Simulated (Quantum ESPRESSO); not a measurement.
Sn:

```
Sn
1.0
     0.00000    3.23334    3.23334
     3.23334    0.00000    3.23334
     3.23334    3.23334    0.00000
Sn
2
Direct
  0.75000 0.75000 0.75000
  0.50000 0.50000 0.50000
```

This isn't the form of Sn at room conditions, which is tetragonal (white tin).

Base run:

- Program: Quantum ESPRESSO 7.5
- Functional: vdW-DF
- Potentials or basis: PseudoDojo 0.4.1 SR PBE standard
- Cutoff: 980 eV
- Density cutoff: 3918 eV
- k mesh: 7 × 7 × 7
- Occupations: fermi-dirac, width 0.05 eV
- Spin: no spin polarisation

Its results: band gap on the k mesh none (metal or under the smearing width); pressure 5.9 GPa.

Problem. The run is repeated on the same cell with these changes: functional from vdW-DF to vdW-DF2. What comes out?

Solution. Band gap on the k mesh none (metal or under the smearing width); pressure 7.9 GPa.

Caveats: the potentials were made for another functional, which shifts forces and pressure; spin-orbit coupling is left out, which moves the levels of the heavy elements.
